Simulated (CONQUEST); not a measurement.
# CuCl2 under changes of volume

One of the cells (29.413 Å³/atom); the others are scaled copies at fixed shape and fractional positions:

```
Cu Cl
1.0
     4.31771    0.00000    0.00000
     0.00000    4.52065    0.00000
     0.00000    0.00000    4.52065
Cu Cl
1 2
Direct
  0.00000 0.00000 0.00000
  0.00000 0.50000 0.00000
  0.00000 0.00000 0.50000
```

Measurements of this composition are mostly on another form, of space group No. 12.

```yaml
Program: CONQUEST 1.3
Functional: PBEsol
Potentials_or_basis: PseudoDojo NC PBEsol, DZP, grid of 48 × 48 × 48 points
k_mesh: 6 × 6 × 6
Occupations: fermi-dirac, width 0.05 eV
Spin: no spin polarisation
```

```csv
volume (Å³/atom),energy over the lowest point (meV/atom),pressure (GPa)
27.648,7.29,2.0
28.236,1.90,0.9
28.824,0.00,0.1
29.413,?,?
30.001,4.33,-1.3
30.589,10.25,-1.8
31.177,17.97,-2.3
```

Q: What does the run at 29.413 Å³/atom give?

A: Energy over the lowest point 0.82 meV/atom; pressure -0.6 GPa.

Worked out: A Birch-Murnaghan fit of order 3 (a polynomial in V^(-2/3)) to the other rows has its minimum at 28.92 Å³/atom with B0 = V·E''(V) = 38 GPa and B' = 5.3 at fixed shape and positions, which overstates the stiffness. It gives 0.88 meV/atom at 29.413 Å³/atom, against the run's 0.82, and -dE/dV = -0.6 GPa, against -0.6.

Energies are extrapolated to zero smearing.

Caveats: this functional lacks dispersion, which binds the layers, so the pressure and a relaxed spacing across them are unreliable; the basis of atomic orbitals isn't converged, which shifts pressures, moduli and gaps; an odd number of electrons without spin polarisation forces a metal; a magnetic or distorted state may lie lower; the run has no spin polarisation, though such a crystal can be magnetic.
